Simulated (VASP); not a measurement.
A run of VASP 6.6.1 is set up as follows.

The input INCAR:

```
ALGO = Normal ; DIPOL = 0.5 0.5 0.500
EDIFF = 1E-7 ; EDIFFG = -0.005
ENCUT = 520 ; IBRION = 2
IDIPOL = 3 ; ISIF = 2
ISMEAR = -1 ; LASPH = True
LCHARG = False ; LDIPOL = True
LREAL = False ; LWAVE = False
NELM = 60 ; NSW = 60
PREC = Accurate ; SIGMA = 0.05
```

The input KPOINTS:

```
k-points
0
Gamma
  7 7 1
```

Contents of POSCAR:

```
Hg
1.0
    3.6057960290      0.0000000000      0.0000000000
    1.7995193020      3.1246592269      0.0000000000
    0.0000000000      0.0000000000     29.0485018891
Hg
6
Selective dynamics
Direct
    0.3343437984      0.3343437984      0.2581888742  F F F
    0.6692523297      0.6692523297      0.3559442454  F F F
    0.3337790654      0.3337790654      0.4511223144  F F F
    0.6686875968      0.6686875968      0.5488776856  T T T
    0.0035961281      0.0035961281      0.6466330568  T T T
    0.6681228638      0.6681228638      0.7418111258  T T T
```

Potentials or basis: VASP PAW LDA potentials, release 64 (Hg).

Launch:

```sh
$ cat potpaw_LDA.64/Hg/POTCAR > POTCAR
$ mpirun -np 1 vasp_std > vasp.out
```

Problem. Predict the band gap on the k mesh.

Solution. 0.43 eV, indirect (least direct gap 1.03 eV).

Problem. What does it give for the energy gained by relaxing?

Solution. 64.5 meV/atom.

The path:
```tsv
step	energy change (eV)	largest force (eV/Å)	pressure (GPa)
1	0.0000	0.3035	-2.35
2	-0.0045	0.3023	-2.34
3	-0.0177	0.3007	-2.33
4	-0.0432	0.3008	-2.31
5	-0.0872	0.3009	-2.22
6	-0.1019	0.5739	-1.83
7	-0.1125	0.3006	-2.07
8	-0.1140	0.3416	-2.03
9	-0.1305	0.3396	-2.02
10	-0.1776	0.3073	-1.97
11	-0.2290	0.3002	-1.69
12	-0.2600	0.3070	-1.69
13	-0.3428	0.2941	-1.63
14	-0.2610	1.0849	-0.84
15	-0.3674	0.2919	-1.55
16	-0.3742	0.3560	-1.39
17	-0.3091	0.8223	-0.96
18	-0.3807	0.4454	-1.33
19	-0.3863	0.3350	-1.29
20	-0.3868	0.3577	-1.30
21	-0.3869	0.3457	-1.31
22	-0.3869	0.3481	-1.31
23	-0.3870	0.3454	-1.32
24	-0.3872	0.3375	-1.34
25	-0.3871	0.3225	-1.37
26	-0.3872	0.3318	-1.35
```

Caveat: spin-orbit coupling is left out, which moves the levels of the heavy elements.
